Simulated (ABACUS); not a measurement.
SnO:

```xyz
4
Lattice="3.8137 0.0000 0.0000 0.0000 3.8137 0.0000 0.0000 0.0000 4.8869" Properties=species:S:1:pos:R:3 pbc="T T T"
Sn    1.9068    0.0000    3.7367
Sn    0.0000    1.9068    1.1503
O     0.0000    0.0000    0.0000
O     1.9068    1.9068    0.0000
```

The cell is a database's computed one.

- Program: ABACUS 3.10.1
- Task: single point
- Functional: PBEsol
- Potentials or basis: PseudoDojo NC SR 0.4.1 PBEsol standard
- Cutoff: 1143 eV
- Density cutoff: 4572 eV
- Basis: plane waves
- k mesh: 7 × 7 × 6
- Occupations: fermi-dirac, width 0.05 eV
- Spin: no spin polarisation

On this cell: pressure 0.0 GPa; largest force 0.153 eV/Å; band gap on the k mesh 0.35 eV, indirect (least direct gap 1.98 eV).

The same run follows on a disturbed copy (atoms moved at random, drawn with an rms of 0.05 Å):

```
Sn O
1.0
     3.81370    0.00000    0.00000
     0.00000    3.81370    0.00000
     0.00000    0.00000    4.88691
Sn O
2 2
Direct
  0.50918 0.99567 0.76977
  0.00319 0.50075 0.22490
  0.00685 0.00345 0.99809
  0.49356 0.49563 0.99839
```

**Question.** What does the disturbed cell give?

**Answer.** The energy moves by +13.1 meV/atom; pressure 2.5 GPa; largest force 0.941 eV/Å; band gap on the k mesh 0.58 eV, indirect (least direct gap 1.88 eV).

Forces on the atoms (eV/Å):
```
Sn  -0.110  0.048 -0.849
Sn  -0.102  0.000  0.935
O   -0.186 -0.186 -0.028
O    0.399  0.138 -0.058
```

Stress tensor (GPa, compression positive):
```
 2.47  0.03 -0.17
 0.03  2.35  0.00
-0.17  0.00  2.83
```

Caveats: spin-orbit coupling is left out, which moves the levels of the heavy elements; an odd mesh through Γ misses points on the zone boundary, where band edges often lie.
